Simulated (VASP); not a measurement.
RbBr: dielectric tensor with LDA

RbBr:

```
Rb Br
1.0
     0.00000    3.33788    3.33788
     3.33788    0.00000    3.33788
     3.33788    3.33788    0.00000
Rb Br
1 1
Direct
  0.00000 0.00000 0.00000
  0.50000 0.50000 0.50000
```

- Program: VASP 6.6.1
- Task: dielectric tensor
- Functional: LDA
- Potentials or basis: VASP PAW LDA potentials, release 64 (Rb_sv, Br)
- Cutoff: 600 eV
- k mesh: 12 × 12 × 12
- Occupations: gaussian, width 0.03 eV
- Spin: no spin polarisation
- Monkhorst-Pack mesh: yes
- Further INCAR settings: ALGO = Normal; EDIFF = 1e-08

```
Electronic dielectric tensor (diagonal) : 2.73
Born charges (mean of the diagonal)     : Rb +1.14; Br -1.14 e
```

Levels at points of the mesh, in eV from the valence-band top:
```csv
k point,band 4,band 5,band 6,band 7,band 8,band 9,band 10,band 11,band 12
"(0.04, 0.04, 0.04)",-8.26,-8.26,-0.02,0.00,0.00,4.22,7.02,7.06,7.06
```

Electronic dielectric tensor:
```
2.73 0.00 0.00
0.00 2.73 0.00
0.00 0.00 2.73
```

Born effective charge tensors (e):
atom 1, Rb
```
1.14 0.00 0.00
0.00 1.14 0.00
0.00 0.00 1.14
```
atom 2, Br
```
-1.14  0.00  0.00
 0.00 -1.14  0.00
 0.00  0.00 -1.14
```

Run time: 75 min on 1 thread of Intel(R) Xeon(R) Platinum 8259CL CPU @ 2.50GHz (Skylake/Cascade Lake), with other jobs on the host, peak memory 1.3 GiB.
